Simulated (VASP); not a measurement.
Set up this calculation in VASP 6.6.1, as the native input.

* Task: single point
* Functional: PBEsol
* Potentials or basis: VASP PAW PBE potentials, release 64 (Ni)
* Cutoff: 520 eV
* k mesh: 20 × 20 × 20
* Occupations: gaussian, width 0.1 eV
* Spin: collinear spin, ferromagnetic start
* Starting moments: [0.8] μB
* Further INCAR settings: ALGO = Normal; EDIFF = 1e-07; NBANDS = 15

The structure of Ni lies in POSCAR:

```
Ni                                      
1.0
    0.0000000000      1.7818551681      1.7818551681
    1.7818551681     -0.0000000000      1.7818551681
    1.7818551681      1.7818551681     -0.0000000000
  Ni            
     1
Direct
     0.0000000000000000    0.0000000000000000    0.0000000000000000
```

The cell isn't the ideal one: a relaxed cell with its volume scaled by 1.09.

One way to write it, as run:

INCAR

```
SYSTEM = Ni
ALGO = Normal
EDIFF = 1E-7
ENCUT = 520
GGA = PS
ISIF = 2
ISMEAR = 0
ISPIN = 2
LASPH = .True.
LCHARG = .False.
LMAXMIX = 4
LORBIT = 11
LREAL = .False.
LWAVE = .False.
MAGMOM = 0.8
NBANDS = 15
NELM = 150
PREC = Accurate
SIGMA = 0.1
```

KPOINTS

```
k-points
0
Gamma
  20 20 20
  0 0 0
```

Potentials or basis: VASP PAW PBE potentials, release 64 (Ni).

Launch:

```bash
$ cat potpaw_PBE.64/Ni/POTCAR > POTCAR
$ mpirun -np 1 vasp_std > vasp.out
```

It gave:

```json
{
 "Pressure": "-15.9 GPa",
 "Band gap on the k mesh": "none (metal or under the smearing width)",
 "Net moment": "0.64 μB per cell",
 "Site moments": "Ni +0.65 μB",
 "Valence electrons inside the program's atomic spheres": "Ni 9.24"
}
```

Caveat: so large a pressure means that the cell lies far from this level's equilibrium, or that cutoff or potentials fall short; the potentials were made for another functional, which shifts forces and pressure.

It took 45 s on 1 thread of Intel(R) Xeon(R) 6975P-C (Granite Rapids), with other jobs on the host, peak memory 0.18 GiB.
